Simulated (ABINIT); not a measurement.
Runs of ABINIT 10.8.3 (patched build) on Pb. Symmetry: Fm-3m, No. 225, cubic system. The conventional cell has a = 4.950 Å, b = 4.950 Å, c = 4.950 Å, α = 90.00°, β = 90.00°, γ = 90.00°. Pb (site symmetry m-3m) has 12 Pb at 3.50 Å as nearest neighbours. 

| task | level | potentials or basis | spin | cutoff (eV) | fine-grid cutoff | gap on the mesh (eV) | pressure (GPa) | V0 of scaled cells (Å³/atom) | B0 (GPa) |
| --- | --- | --- | --- | --- | --- | --- | --- | --- | --- |
| equation of state | PBEsol | JTH PAW PBE v2.0 | off | 327 | 653.073 eV | - | - | (a) | (b) |
| band structure | SOGGA | JTH PAW PBE v2.0 | SOC, no magnetisation | 463 | 925.187 eV | none | - | - | - |
| equation of state | LDA | JTH PAW LDA v2.0 sp | off | 408 | 816.342 eV | - | - | 29.08 | 56 |
| band structure | LDA-PZ | JTH PAW LDA v2.0 | SOC, no magnetisation | 463 | 925.187 eV | none | - | - | - |
| equation of state | PBE | JTH PAW PBE v2.0 | off | 327 | 653.073 eV | - | - | 31.82 | (c) |
| band structure | r2SCAN | SPMS NC PBE v1.0 | off | 707 | - | none | -0.4 | - | - |
| band structure | OLYP | JTH PAW PBE v2.0 | SOC, no magnetisation | 463 | 925.187 eV | none | - | - | - |
| band structure | RPBE | JTH PAW PBE v2.0 sp | off | 408 | 816.342 eV | none | 3.9 | - | - |
| band structure | revPBE | JTH PAW PBE v2.0 | off | 463 | 925.187 eV | none | - | - | - |
| band structure | LDA | JTH PAW LDA v2.0 | SOC, no magnetisation | 463 | 925.187 eV | none | - | - | - |

Alike in all rows: cell as given; k mesh 9 × 9 × 9; smearing fermi-dirac 0.05 eV.

Estimate the missing entries.

(a) 30.01; (b) 50; (c) 44.

Caveats: the PAW data sets were made with another functional, which shifts forces and pressure a little (some runs); pressures at fixed basis lie under the slope of the energies (some runs); spin-orbit coupling is left out, which moves the levels of the heavy elements (some runs); this set keeps more shells in the core, which shifts pressures and gaps (some runs); a meta-GGA on potentials with a model core is unreliable (some runs); a meta-GGA on norm-conserving files made for a GGA shifts volumes by about 1 % (some runs); the potentials were made for another functional, which shifts forces and pressure (some runs).

A k mesh can miss the band edges, and rows without SOC leave out spin-orbit coupling on Pb.

A gap of «none» marks a metal or a gap under the smearing width.

The runs don't all hold the same shells in valence.
